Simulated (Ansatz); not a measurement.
Optical constants of AlCu₃

Theory: DFT PBEsol, scalar-relativistic, plane waves, PAW (Ansatz 0.2.0). Cutoff 420 eV, 12×12×12 k-points (Γ-centred), Fermi-Dirac smearing of 0.15 eV. No spin polarisation.

Equilibrium structure at this level:
```
CELL_PARAMETERS angstrom
3.63242 0.00000 0.00000
0.00000 3.63242 0.00000
0.00000 0.00000 3.63242
ATOMIC_POSITIONS crystal
Al 0.00000 0.00000 0.00000
Cu 0.50000 0.50000 0.00000
Cu 0.50000 0.00000 0.50000
Cu 0.00000 0.50000 0.50000
```

In a metal these results depend on the k mesh and the smearing.

Independent-particle response (no local fields, no excitons) on a 20×20×20 mesh, broadened by 0.1 eV; the Drude term is undamped and its weight carries the smearing above, which sets much of it in a semimetal. The run couldn't bound its error over part or most of this range, so small peaks and near ties are unsure. Light polarised along x. ε₁ lacks the small share of bands above those solved.

Task: Tabulate ε₁ and ε₂ against photon energy.

Result:
```tsv
E (eV)	ε₁	ε₂
0.2	-1940.54	87.15
0.7	-159.09	4.54
1.2	-46.46	1.37
1.7	-14.45	1.78
2.2	-1.55	10.54
2.7	-4.02	13.22
3.2	-5.27	11.23
3.7	-5.50	7.11
4.2	-1.96	5.52
4.7	-1.28	7.32
5.2	-2.04	6.72
5.7	-2.49	6.18
6.2	-2.67	5.13
6.7	-2.44	4.50
7.2	-2.27	3.85
7.7	-2.32	3.04
8.2	-1.75	2.56
8.7	-1.34	2.15
9.2	-1.01	2.14
9.7	-0.59	2.06
10.2	-0.68	2.23
10.7	-0.77	2.14
11.2	-0.77	1.89
11.7	-0.60	1.67
```

Task: Where is the highest local maximum of ε₂ between 0.3 and 12 eV?

Result: At 2.6 eV, where ε₂ = 13.4.